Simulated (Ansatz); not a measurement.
# CdF2: squeezing one contact

The task here is to estimate one member of a computed series from the others.

Computed with Ansatz 0.2.0 (DFT PBE, with the methods named in each step, unless a step's input says otherwise).

1 further run of the same task is left out (set aside as unsound or not needed).

### Starting point

It takes space group Fm-3m (No. 225, cubic). The conventional cell has a = 5.401 Å, b = 5.401 Å, c = 5.401 Å, α = 90.00°, β = 90.00°, γ = 90.00°. Cd (site symmetry m-3m) is surrounded by 8 F at 2.34 Å. Around F (site symmetry -43m) lie 4 Cd at 2.34 Å.

Structure file:

```cif
data_structure
_symmetry_space_group_name_H-M 'P 1'
_symmetry_Int_Tables_number 1
_cell_length_a 3.8191
_cell_length_b 3.8191
_cell_length_c 3.8191
_cell_angle_alpha 60.000
_cell_angle_beta 60.000
_cell_angle_gamma 60.000
_cell_volume 39.39
loop_
_atom_site_label
_atom_site_type_symbol
_atom_site_fract_x
_atom_site_fract_y
_atom_site_fract_z
_atom_site_occupancy
Cd1 Cd 0.00000 0.00000 0.00000 1
F1 F 0.25000 0.25000 0.25000 1
F2 F 0.75000 0.75000 0.75000 1
```

Atoms are numbered in the order of the input: Cd1, F2, F3.

The first run:

input.yaml reads:

```yaml
crystal:
  lattice:
    - [0.0, 2.7005188915, 2.7005188915]
    - [2.7005188915, 0.0, 2.7005188915]
    - [2.7005188915, 2.7005188915, 0.0]
  atoms:
    - { symbol: Cd, position: [0.0, 0.0, 0.0] }
    - { symbol: F, position: [0.25, 0.25, 0.25] }
    - { symbol: F, position: [0.75, 0.75, 0.75] }
kpoints:
  mp_grid: { grid: [7, 7, 7] }
scf:
  occupations: { method: fermi_dirac, width: 0.03 }
hamiltonian:
  xc: pbe
  pseudopotentials: { kind: all_electron, lapw: { basis_error: 0.001 } }
output:
  forces: true
  stress: true
  eigenvalues: true
  populations: true
```

Launch:

```bash
$ ansatz run input.yaml --threads 1 --pin off --max-ram 3072MiB --backend cpu --events-out ev --progress --plain --runs-dir out
```

Steps of the session up to this table: The bond as given, LAPW; Shortest bond scaled by 1, crystal datasets; Shortest bond scaled by 1.1, LAPW; Shortest bond scaled by 0.76, LAPW; Shortest bond scaled by 0.7, LAPW; Shortest bond scaled by 0.58, LAPW; Shortest bond scaled by 0.58, crystal datasets.

One table of the session follows, with a row left open; its other results are not shown here.

```
              method  length (Å)  force along the bond (eV/Å)  pressure (GPa)  gap on the k mesh (eV)  largest force (eV/Å)
                LAPW       1.356                       68.426          139.78                    0.90                68.450
                LAPW       1.637                       18.352           47.24                    2.31                18.419
                LAPW       1.777                        9.160           26.53                    2.74                 9.219
                LAPW       2.339                        0.000            4.58                    3.13                 0.000
                LAPW       2.573                       -0.640            6.12                    3.14                 0.734
                 PAW       1.356                       66.987          136.61                    1.04                66.988
                 PAW       1.637                       18.410           47.37                    2.31                18.478
                 PAW       1.777                        9.167           26.56                    2.74                 9.227
                 PAW       2.339                        0.000            4.61                    3.13                 0.000
                 PAW       2.573                       -0.637            6.13                    3.14                 0.729
PAW (level accurate)       1.356                            ?               ?                       ?                     ?
    crystal datasets       1.356                       68.428          139.78                    0.90                68.452
    crystal datasets       2.339                        0.000            4.58                    3.13                 0.000
```

Estimate the missing values for PAW (level accurate), 1.356.

The run gave: force along the bond (eV/Å): 68.245; pressure (GPa): 139.43; gap on the k mesh (eV): 0.90; largest force (eV/Å): 68.267. In the column «force along the bond (eV/Å)» it lies between PAW, 1.356 (66.987) and LAPW, 1.356 (68.426).

To keep in mind: Warnings in the runs' records: gradients without spin orbit, crystal datasets made.
